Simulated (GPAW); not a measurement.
Runs of GPAW 26.7.0 on P. It takes space group Cmce (No. 64, orthorhombic). The conventional cell has a = 3.295 Å, b = 10.930 Å, c = 4.544 Å, α = 90.00°, β = 90.00°, γ = 90.00°. P (site symmetry m) is surrounded by 3 P at 2.20 to 2.25 Å. 

```csv
task,level,potentials or basis,cell,k mesh,cutoff (eV),optimizer,fmax,max steps,band path,band points,mesh quality,gap on the mesh (eV),pressure (GPa),V0 of scaled cells (Å³/atom),relaxed volume (Å³/atom),B0 (GPa),largest force (eV/Å)
relaxation of cell and atoms,AM05,"PAW data sets generated in the run's folder for this functional, pw",relaxed,5 × 5 × 4,600,BFGS,0.05 eV/Å,100,-,-,coarse,none,-0.2,-,17.18,-,0.02
band structure,PW91,"PAW data sets generated in the run's folder for this functional, pw",as given,5 × 5 × 4,600,-,-,-,"GXSRAZGYX1A1TY,ZT",80,coarse,-,2.4,-,-,-,0.38
phonons,vdW-DF-cx,"GPAW PAW data sets (gpaw-data 1.2.1), pw",atoms relaxed,8 × 8 × 6,510,-,-,-,-,-,not flagged,0.14,-,-,-,-,-
equation of state,optB88-vdW,"GPAW PAW data sets (gpaw-data 1.2.1), pw",as given,5 × 5 × 4,600,-,-,-,-,-,coarse,-,-,21.30,-,68,-
relaxation of cell and atoms,SCAN+D3(BJ),"GPAW PAW data sets (gpaw-data 1.2.1), pw",relaxed,5 × 5 × 4,600,BFGS,0.02 eV/Å,60,-,-,coarse,0.50,-0.1,-,19.44,-,0.01
relaxation of cell and atoms,PBEsol+D3,"PAW data sets generated in the run's folder for this functional, pw",relaxed,5 × 5 × 4,600,BFGS,0.01 eV/Å,100,-,-,coarse,none,0.0,-,16.53,-,-
equation of state,LDA,"PAW data sets generated in the run's folder for this functional, pw",as given,5 × 5 × 4,600,-,-,-,-,-,coarse,-,-,(a),-,(c),-
band structure,M06-L,"GPAW PAW data sets (gpaw-data 1.2.1), pw",as given,5 × 5 × 4,600,-,-,-,"GXSRAZGYX1A1TY,ZT",100,coarse,-,-0.6,-,-,-,(d)
band structure,PBE,"PAW data sets generated in the run's folder for this functional, pw",as given,5 × 5 × 4,600,-,-,-,"GXSRAZGYX1A1TY,ZT",80,coarse,-,2.4,-,-,-,(b)
relaxation of cell and atoms,OLYP+D4,"PAW data sets generated in the run's folder for this functional, pw",relaxed,5 × 5 × 4,600,LBFGS,0.01 eV/Å,40,-,-,coarse,none,0.0,-,12.87,-,0.01
band structure,BLYP,"PAW data sets generated in the run's folder for this functional, pw",as given,5 × 5 × 4,600,-,-,-,"GXSRAZGYX1A1TY,ZT",60,coarse,-,6.7,-,-,-,0.49
band structure,C09-vdW,"GPAW PAW data sets (gpaw-data 1.2.1), pw",as given,5 × 5 × 4,600,-,-,-,"GXSRAZGYX1A1TY,ZT",100,coarse,-,-,-,-,-,0.53
```

Alike in all rows: no spin polarisation; smearing fermi-dirac 0.05 eV.

Estimate the missing entries.

(a) 20.01; (b) 0.37; (c) 79; (d) 0.07.

Caveats: some runs use coarse meshes; the PAW data sets were made with another functional, which shifts forces and pressure a little (some runs); later steps reuse the first step's grids (some runs); the volume moved by over 15 % at a fixed basis, so the end points are rough (some runs); the cell was scaled at fixed shape and fractional positions, which overstates the stiffness of a crystal with free parameters, most of all of layers and chains (some runs); pairwise dispersion overbinds metals, which lowers pressure and volume (some runs); the cutoff is short for stress and forces, so pressures can be off by a GPa or more (some runs); an odd mesh through Γ misses points on the zone boundary, where band edges often lie (some runs).

A gap of «none» marks a metal or a gap under the smearing width.

Not every run made on this cell is shown here.
